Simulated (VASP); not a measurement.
A run of VASP 6.6.1 is set up as follows.

Contents of INCAR:

```
PREC     = Accurate       # precision mode
ENCUT    = 600            # plane-wave cutoff, eV
EDIFF    = 1E-6           # SCF threshold, eV
ISMEAR   = 0              # smearing method
SIGMA    = 0.02           # smearing width, eV
LREAL    = F              # projectors in reciprocal space
LASPH    = T              # aspherical terms in the spheres
NELM     = 100            # most SCF steps
ALGO     = Fast           # electronic algorithm
ISIF     = 3              # what is computed and relaxed
LWAVE    = F              # write WAVECAR
LCHARG   = F              # write CHGCAR
GGA      = PS             # functional
IBRION   = 2              # ionic algorithm
NSW      = 100            # ionic steps
EDIFFG   = -0.005         # ionic threshold
```

File KPOINTS:

```
regular mesh
0
Gamma
  12 12 12
```

The input POSCAR:

```
PbS
1.0
    2.1126617058      1.2197458045      3.4519162518
   -2.1126617058      1.2197458045      3.4519162518
    0.0000000000     -2.4394916091      3.4519162518
Pb S
1 1
Direct
    0.9805657800      0.9805657800      0.9805657800
    0.4750355500      0.4750355500      0.4750355500
```

Potentials or basis: VASP PAW PBE potentials, release 64 (Pb_d, S).

Run with:

```console
$ cat potpaw_PBE.64/Pb_d/POTCAR potpaw_PBE.64/S/POTCAR > POTCAR
$ mpirun -np 1 vasp_std > vasp.out
```

Predict the band gap on the k mesh.

0.21 eV, direct.

Predict the relaxed volume.

25.75 Å³/atom.

Estimate the relaxed cell.

a = 4.176 Å, b = 4.176 Å, c = 4.176 Å, α = 60.00°, β = 60.00°, γ = 60.00°.

Estimate the space group after relaxing (to 0.05 Å).

Fm-3m (No. 225).

Final structure:
```yaml
crystal:
  lattice:
    - [2.08792, 1.20546, 3.40964]
    - [-2.08792, 1.20546, 3.40964]
    - [0.00000, -2.41092, 3.40964]
  atoms:
    - { symbol: Pb, position: [0.97826, 0.97826, 0.97826] }
    - { symbol: S, position: [0.47734, 0.47734, 0.47734] }
```

Caveat: the PAW data sets were made with another functional, which shifts forces and pressure a little; spin-orbit coupling is left out, which as a rule narrows the gap of such compounds by several tenths of an eV. A k mesh can miss the band edges.
